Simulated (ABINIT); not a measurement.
Crystal: ZrC.

```
Zr C
1.0
     0.00000    2.36500    2.36500
     2.36500    0.00000    2.36500
     2.36500    2.36500    0.00000
Zr C
1 1
Direct
  0.50000 0.50000 0.50000
  0.00000 0.00000 0.00000
```

Base run:

| Property | Result |
| --- | --- |
| Program | ABINIT 10.8.3 (patched build) |
| Functional | PBE |
| Potentials or basis | JTH PAW PBE v2.0 |
| Cutoff | 544 eV |
| k mesh | 10 × 10 × 10 |
| Occupations | fermi-dirac, width 0.05 eV |
| Spin | no spin polarisation |

Its results: band gap on the k mesh none (metal or under the smearing width); pressure -3.1 GPa.

**Question.** After a change of settings the same cell gave: band gap on the k mesh none (metal or under the smearing width); pressure -10.2 GPa. Which change was it?
A. potentials or basis from JTH PAW PBE v2.0 to PseudoDojo NC SR PBE v0.4.1 standard; cutoff from 544 eV to 1116 eV
B. functional from PBE to SOGGA
C. functional from PBE to PW91; spin from no spin polarisation to spin-orbit coupling, no magnetisation
D. functional from PBE to SCAN; cutoff from 544 eV to 653 eV; fine-grid cutoff from 1088.46 eV to 1251.72 eV

**Answer.** B.

SOGGA binds more tightly than PBE, so the same cell stands under less pressure.

Caveats: the PAW data sets were made with another functional, which shifts forces and pressure a little (some runs).
